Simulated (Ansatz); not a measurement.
Born–Oppenheimer molecular dynamics of a periodic cell of 24 atoms, Ba (surface Ba(100)). It goes on from the last frame of an earlier run, with new velocities.

All numbers below come from DFT PBE, scalar-relativistic, plane waves, PAW in Ansatz. Settings: accuracy low, cutoff 420 eV, k mesh 2x1x1, fermi-dirac smearing 0.05 eV, no spin polarisation.

```json
{
 "ensemble": "NVE (velocity Verlet)",
 "time step": "4.5 fs",
 "steps asked": "120",
 "starting velocities drawn for": "1400 K",
 "atoms held": "1 to 6",
 "seed": "404473"
}
```

Frames 45 fs apart, positions in Å, forces in eV/Å.

Velocities at 135 fs (Å/ps):

```
Ba 0.00 0.00 0.00
Ba 0.00 0.00 0.00
Ba 0.00 0.00 0.00
Ba 0.00 0.00 0.00
Ba 0.00 0.00 0.00
Ba 0.00 0.00 0.00
Ba -0.21 -3.34 2.85
Ba 1.29 -3.21 1.50
Ba -0.31 -2.44 1.78
Ba -0.16 -0.26 2.45
Ba 3.46 -2.81 -2.27
Ba -5.48 6.09 1.23
Ba -1.68 2.36 -1.83
Ba -2.49 0.20 0.51
Ba 1.35 -1.59 0.44
Ba -1.43 0.41 -1.69
Ba -1.79 -0.84 0.03
Ba 4.00 -2.46 4.90
Ba 1.14 -3.23 -3.72
Ba -1.40 1.34 -1.77
Ba -0.44 1.06 -2.45
Ba -2.96 -5.41 -0.43
Ba 3.65 -0.75 3.94
Ba -1.98 -4.19 3.55
```

```xyz
24
Lattice="10.0400 0.0000 0.0000 0.0000 15.0600 0.0000 0.0000 0.0000 18.5300" Properties=species:S:1:pos:R:3:forces:R:3 time_fs=135 energy_less_start_eV=0.684 T=1106
Ba 2.510 2.510 1.000 0.11 -0.11 -0.10
Ba 7.530 2.510 1.000 0.08 0.00 0.13
Ba 2.510 7.530 1.000 0.13 0.18 -0.25
Ba 7.530 7.530 1.000 0.05 0.02 -0.12
Ba 2.510 12.550 1.000 0.04 -0.04 0.13
Ba 7.530 12.550 1.000 0.03 0.00 0.19
Ba 0.159 0.029 3.451 -0.19 0.28 0.31
Ba 5.138 0.141 4.165 0.13 -0.35 -0.64
Ba 0.643 5.184 3.649 -0.56 -0.42 0.14
Ba 4.929 5.052 3.273 0.04 -0.33 0.15
Ba -0.003 9.648 3.813 0.33 0.07 -0.19
Ba 4.982 10.027 3.648 -0.07 0.14 -0.22
Ba 2.815 1.984 6.456 -0.28 0.61 -0.34
Ba 6.804 2.824 6.465 0.91 -0.31 -0.45
Ba 3.008 7.336 6.014 -0.25 0.39 -0.33
Ba 7.255 7.479 5.323 0.12 -0.15 0.39
Ba 2.434 12.405 5.718 0.08 0.09 0.17
Ba 7.965 12.378 5.728 -0.41 0.20 0.22
Ba -0.034 0.595 8.435 -0.34 -0.44 0.10
Ba 4.723 -0.889 8.975 0.15 0.08 -0.17
Ba -0.021 5.792 7.754 -0.12 -0.33 0.39
Ba 4.964 5.204 8.302 -0.21 0.18 0.60
Ba 0.194 10.317 8.621 0.06 -0.07 -0.05
Ba 5.040 9.484 8.596 0.18 0.30 -0.06
24
Lattice="10.0400 0.0000 0.0000 0.0000 15.0600 0.0000 0.0000 0.0000 18.5300" Properties=species:S:1:pos:R:3:forces:R:3 time_fs=180 energy_less_start_eV=0.655 T=1119
Ba 2.510 2.510 1.000 0.09 -0.16 -0.01
Ba 7.530 2.510 1.000 0.07 -0.02 0.18
Ba 2.510 7.530 1.000 0.20 0.04 -0.21
Ba 7.530 7.530 1.000 -0.02 0.00 -0.05
Ba 2.510 12.550 1.000 -0.04 0.02 0.03
Ba 7.530 12.550 1.000 0.05 -0.05 0.22
Ba 0.136 -0.097 3.596 -0.18 0.40 0.07
Ba 5.204 -0.027 4.189 0.06 -0.24 -0.49
Ba 0.589 5.047 3.736 -0.52 -0.30 -0.05
Ba 4.923 5.016 3.390 -0.01 -0.35 -0.03
Ba 0.170 9.530 3.702 0.03 0.22 0.00
Ba 4.742 10.302 3.690 0.41 -0.22 -0.17
Ba 2.722 2.130 6.348 -0.19 0.40 -0.39
Ba 6.761 2.810 6.454 1.01 -0.33 -0.49
Ba 3.051 7.293 6.011 -0.24 0.41 -0.30
Ba 7.198 7.493 5.273 0.08 0.09 0.33
Ba 2.359 12.375 5.736 0.04 0.14 0.34
Ba 8.111 12.276 5.960 -0.58 -0.04 0.03
Ba -0.007 0.420 8.276 -0.32 -0.34 0.18
Ba 4.670 -0.825 8.884 0.14 0.03 -0.15
Ba -0.050 5.817 7.674 -0.13 -0.28 0.49
Ba 4.814 4.977 8.327 -0.27 0.31 0.64
Ba 0.362 10.279 8.795 0.05 -0.07 -0.07
Ba 4.965 9.318 8.751 0.25 0.32 -0.10
24
Lattice="10.0400 0.0000 0.0000 0.0000 15.0600 0.0000 0.0000 0.0000 18.5300" Properties=species:S:1:pos:R:3:forces:R:3 time_fs=225 energy_less_start_eV=0.543 T=1167
Ba 2.510 2.510 1.000 0.07 -0.18 0.04
Ba 7.530 2.510 1.000 0.05 -0.04 0.21
Ba 2.510 7.530 1.000 0.28 -0.12 -0.19
Ba 7.530 7.530 1.000 -0.04 -0.04 0.02
Ba 2.510 12.550 1.000 -0.14 0.10 -0.09
Ba 7.530 12.550 1.000 0.08 -0.10 0.19
Ba 0.087 -0.168 3.750 -0.16 0.39 -0.16
Ba 5.278 -0.228 4.145 -0.04 0.01 -0.27
Ba 0.462 4.868 3.814 -0.47 -0.06 -0.28
Ba 4.917 4.931 3.502 -0.05 -0.29 -0.17
Ba 0.347 9.443 3.591 -0.32 0.35 0.22
Ba 4.559 10.547 3.707 0.76 -0.53 -0.13
Ba 2.602 2.330 6.185 -0.03 -0.02 -0.32
Ba 6.856 2.750 6.376 0.76 -0.22 -0.37
Ba 3.059 7.307 5.965 -0.22 0.35 -0.21
Ba 7.153 7.519 5.270 0.10 0.23 0.26
Ba 2.289 12.364 5.801 0.00 0.13 0.41
Ba 8.177 12.169 6.196 -0.71 -0.29 -0.16
Ba -0.024 0.200 8.144 -0.14 -0.06 0.33
Ba 4.637 -0.755 8.772 0.12 0.03 -0.14
Ba -0.097 5.803 7.663 -0.08 -0.16 0.54
Ba 4.627 4.793 8.442 -0.16 0.28 0.51
Ba 0.538 10.231 8.959 0.00 -0.06 -0.08
Ba 4.926 9.197 8.892 0.31 0.30 -0.14
24
Lattice="10.0400 0.0000 0.0000 0.0000 15.0600 0.0000 0.0000 0.0000 18.5300" Properties=species:S:1:pos:R:3:forces:R:3 time_fs=270 energy_less_start_eV=0.566 T=1157
Ba 2.510 2.510 1.000 0.03 -0.20 0.06
Ba 7.530 2.510 1.000 0.03 -0.08 0.20
Ba 2.510 7.530 1.000 0.35 -0.24 -0.18
Ba 7.530 7.530 1.000 -0.06 -0.07 0.08
Ba 2.510 12.550 1.000 -0.20 0.15 -0.18
Ba 7.530 12.550 1.000 0.11 -0.15 0.12
Ba 0.016 -0.185 3.882 -0.11 0.25 -0.35
Ba 5.346 -0.426 4.062 -0.11 0.30 -0.07
Ba 0.267 4.683 3.855 -0.42 0.32 -0.44
Ba 4.904 4.805 3.590 -0.01 -0.11 -0.25
Ba 0.479 9.406 3.510 -0.57 0.45 0.35
Ba 4.480 10.718 3.707 0.82 -0.69 -0.06
Ba 2.479 2.527 5.980 0.17 -0.48 -0.06
Ba 7.057 2.658 6.246 0.30 -0.12 -0.13
Ba 3.036 7.369 5.891 -0.21 0.19 -0.02
Ba 7.123 7.576 5.303 0.13 0.20 0.16
Ba 2.221 12.369 5.923 0.06 -0.01 0.26
Ba 8.143 12.022 6.409 -0.71 -0.43 -0.29
Ba -0.060 -0.028 8.058 0.03 0.29 0.50
Ba 4.621 -0.680 8.641 0.12 0.06 -0.11
Ba -0.154 5.766 7.727 -0.03 -0.03 0.48
Ba 4.417 4.649 8.627 0.03 0.22 0.22
Ba 0.714 10.175 9.110 -0.10 -0.05 -0.11
Ba 4.931 9.119 9.012 0.36 0.24 -0.17
24
Lattice="10.0400 0.0000 0.0000 0.0000 15.0600 0.0000 0.0000 0.0000 18.5300" Properties=species:S:1:pos:R:3:forces:R:3 time_fs=315 energy_less_start_eV=0.753 T=1076
Ba 2.510 2.510 1.000 -0.02 -0.19 0.05
Ba 7.530 2.510 1.000 -0.01 -0.14 0.13
Ba 2.510 7.530 1.000 0.36 -0.30 -0.16
Ba 7.530 7.530 1.000 -0.08 -0.09 0.12
Ba 2.510 12.550 1.000 -0.22 0.16 -0.18
Ba 7.530 12.550 1.000 0.13 -0.19 0.04
Ba -0.071 -0.167 3.965 -0.02 0.02 -0.47
Ba 5.399 -0.582 3.968 -0.16 0.56 0.09
Ba 0.014 4.543 3.834 -0.27 0.68 -0.50
Ba 4.892 4.665 3.643 0.12 0.14 -0.27
Ba 0.532 9.433 3.478 -0.68 0.51 0.35
Ba 4.515 10.792 3.699 0.63 -0.76 0.02
Ba 2.380 2.659 5.767 0.27 -0.69 0.30
Ba 7.302 2.548 6.098 -0.15 -0.06 0.14
Ba 2.984 7.458 5.814 -0.20 -0.02 0.18
Ba 7.112 7.660 5.359 0.13 0.03 0.06
Ba 2.162 12.373 6.080 0.18 -0.20 -0.06
Ba 8.011 11.816 6.582 -0.50 -0.33 -0.31
Ba -0.095 -0.216 8.042 0.06 0.48 0.58
Ba 4.622 -0.598 8.494 0.12 0.08 -0.06
Ba -0.216 5.724 7.859 -0.01 0.03 0.33
Ba 4.211 4.535 8.843 0.15 0.15 -0.10
Ba 0.875 10.113 9.247 -0.22 -0.04 -0.12
Ba 4.986 9.074 9.108 0.35 0.17 -0.18
24
Lattice="10.0400 0.0000 0.0000 0.0000 15.0600 0.0000 0.0000 0.0000 18.5300" Properties=species:S:1:pos:R:3:forces:R:3 time_fs=360 energy_less_start_eV=0.943 T=995
Ba 2.510 2.510 1.000 -0.08 -0.18 0.02
Ba 7.530 2.510 1.000 -0.05 -0.23 0.00
Ba 2.510 7.530 1.000 0.30 -0.29 -0.08
Ba 7.530 7.530 1.000 -0.10 -0.09 0.15
Ba 2.510 12.550 1.000 -0.19 0.14 -0.11
Ba 7.530 12.550 1.000 0.17 -0.22 -0.05
Ba -0.159 -0.146 3.983 0.11 -0.25 -0.48
Ba 5.430 -0.659 3.887 -0.22 0.69 0.19
Ba -0.276 4.497 3.744 0.09 0.86 -0.39
Ba 4.896 4.546 3.659 0.26 0.35 -0.22
Ba 0.490 9.532 3.494 -0.66 0.51 0.22
Ba 4.639 10.760 3.692 0.36 -0.69 0.03
Ba 2.316 2.696 5.595 0.16 -0.61 0.55
Ba 7.527 2.430 5.969 -0.47 0.03 0.39
Ba 2.903 7.543 5.762 -0.15 -0.20 0.33
Ba 7.118 7.748 5.423 0.12 -0.25 -0.03
Ba 2.130 12.349 6.229 0.27 -0.34 -0.36
Ba 7.810 11.567 6.712 -0.12 0.05 -0.27
Ba -0.121 -0.339 8.108 -0.01 0.46 0.54
Ba 4.641 -0.503 8.338 0.13 0.11 -0.01
Ba -0.280 5.684 8.036 -0.05 0.02 0.13
Ba 4.026 4.444 9.047 0.19 0.12 -0.28
Ba 1.007 10.044 9.367 -0.32 -0.06 -0.13
Ba 5.091 9.053 9.179 0.27 0.05 -0.14
24
Lattice="10.0400 0.0000 0.0000 0.0000 15.0600 0.0000 0.0000 0.0000 18.5300" Properties=species:S:1:pos:R:3:forces:R:3 time_fs=405 energy_less_start_eV=1.004 T=969
Ba 2.510 2.510 1.000 -0.14 -0.18 -0.01
Ba 7.530 2.510 1.000 -0.11 -0.34 -0.16
Ba 2.510 7.530 1.000 0.19 -0.23 0.04
Ba 7.530 7.530 1.000 -0.14 -0.04 0.12
Ba 2.510 12.550 1.000 -0.13 0.10 -0.03
Ba 7.530 12.550 1.000 0.19 -0.22 -0.14
Ba -0.233 -0.159 3.934 0.21 -0.41 -0.39
Ba 5.428 -0.642 3.832 -0.29 0.61 0.20
Ba -0.553 4.571 3.601 0.50 0.83 -0.12
Ba 4.937 4.475 3.643 0.29 0.43 -0.11
Ba 0.356 9.701 3.541 -0.54 0.40 0.06
Ba 4.814 10.632 3.689 0.09 -0.45 -0.06
Ba 2.274 2.647 5.498 -0.01 -0.39 0.58
Ba 7.689 2.317 5.894 -0.56 0.15 0.52
Ba 2.800 7.602 5.756 -0.09 -0.31 0.36
Ba 7.142 7.799 5.483 0.11 -0.56 -0.08
Ba 2.134 12.279 6.330 0.28 -0.32 -0.48
Ba 7.591 11.327 6.804 0.25 0.56 -0.19
Ba -0.148 -0.397 8.249 -0.04 0.33 0.39
Ba 4.678 -0.394 8.180 0.13 0.10 0.05
Ba -0.352 5.647 8.231 -0.12 0.00 -0.05
Ba 3.867 4.371 9.212 0.20 0.13 -0.34
Ba 1.093 9.967 9.469 -0.36 -0.09 -0.11
Ba 5.232 9.040 9.231 0.09 -0.10 -0.04
24
Lattice="10.0400 0.0000 0.0000 0.0000 15.0600 0.0000 0.0000 0.0000 18.5300" Properties=species:S:1:pos:R:3:forces:R:3 time_fs=450 energy_less_start_eV=0.923 T=1003
Ba 2.510 2.510 1.000 -0.17 -0.16 0.01
Ba 7.530 2.510 1.000 -0.11 -0.42 -0.28
Ba 2.510 7.530 1.000 0.08 -0.13 0.16
Ba 7.530 7.530 1.000 -0.18 0.05 -0.01
Ba 2.510 12.550 1.000 -0.08 0.05 0.05
Ba 7.530 12.550 1.000 0.13 -0.19 -0.24
Ba -0.277 -0.229 3.830 0.26 -0.38 -0.20
Ba 5.386 -0.539 3.803 -0.32 0.36 0.11
Ba -0.759 4.759 3.442 0.83 0.50 0.24
Ba 5.016 4.463 3.612 0.12 0.38 0.02
Ba 0.147 9.926 3.597 -0.33 0.16 -0.09
Ba 5.002 10.441 3.677 -0.14 -0.13 -0.17
Ba 2.232 2.545 5.482 -0.12 -0.14 0.45
Ba 7.773 2.227 5.891 -0.44 0.33 0.43
Ba 2.684 7.617 5.801 -0.06 -0.32 0.28
Ba 7.181 7.773 5.534 0.11 -0.67 -0.04
Ba 2.179 12.164 6.364 0.25 -0.15 -0.38
Ba 7.406 11.164 6.869 0.47 0.91 -0.14
Ba -0.179 -0.407 8.445 0.03 0.16 0.16
Ba 4.732 -0.271 8.030 0.09 0.02 0.14
Ba -0.441 5.610 8.421 -0.16 -0.01 -0.16
Ba 3.737 4.316 9.329 0.20 0.14 -0.33
Ba 1.129 9.877 9.555 -0.36 -0.11 -0.09
Ba 5.386 9.011 9.277 -0.10 -0.25 0.08
24
Lattice="10.0400 0.0000 0.0000 0.0000 15.0600 0.0000 0.0000 0.0000 18.5300" Properties=species:S:1:pos:R:3:forces:R:3 time_fs=495 energy_less_start_eV=0.883 T=1021
Ba 2.510 2.510 1.000 -0.17 -0.12 0.04
Ba 7.530 2.510 1.000 -0.05 -0.42 -0.29
Ba 2.510 7.530 1.000 0.00 -0.06 0.23
Ba 7.530 7.530 1.000 -0.24 0.20 -0.21
Ba 2.510 12.550 1.000 -0.02 -0.02 0.10
Ba 7.530 12.550 1.000 -0.01 -0.12 -0.35
Ba -0.285 -0.351 3.699 0.23 -0.16 0.06
Ba 5.299 -0.386 3.790 -0.26 0.08 -0.05
Ba -0.850 5.016 3.316 1.04 -0.03 0.46
Ba 5.111 4.504 3.584 -0.15 0.27 0.14
Ba -0.109 10.172 3.643 -0.05 -0.14 -0.15
Ba 5.169 10.230 3.641 -0.35 0.08 -0.21
Ba 2.173 2.422 5.529 -0.13 0.10 0.27
Ba 7.795 2.182 5.948 -0.24 0.46 0.20
Ba 2.559 7.588 5.884 -0.03 -0.28 0.13
Ba 7.237 7.656 5.580 0.08 -0.48 0.13
Ba 2.259 12.030 6.345 0.22 0.07 -0.19
Ba 7.285 11.127 6.914 0.50 0.95 -0.14
Ba -0.205 -0.394 8.663 0.12 0.04 -0.06
Ba 4.800 -0.146 7.901 0.02 -0.09 0.30
Ba -0.552 5.571 8.588 -0.16 -0.04 -0.16
Ba 3.635 4.280 9.400 0.20 0.14 -0.29
Ba 1.114 9.773 9.627 -0.32 -0.09 -0.09
Ba 5.527 8.948 9.333 -0.22 -0.36 0.15
```

Of the whole run (540 fs, mean temperature of the second half 1024 K): The conserved energy stayed within 0.019 meV per atom of its start (net change 0.015 meV per atom), so the integration is sound. A run of 0.54 ps of so small a system gives no equilibrium averages. Limits of this set-up: coarse k mesh, thin slab, slab without dipole correction, low accuracy level.

Run time: 23 min on 4 threads of Intel(R) Xeon(R) Platinum 8259CL CPU @ 2.50GHz (Skylake/Cascade Lake), with other jobs on the host, peak memory 5.1 GiB.
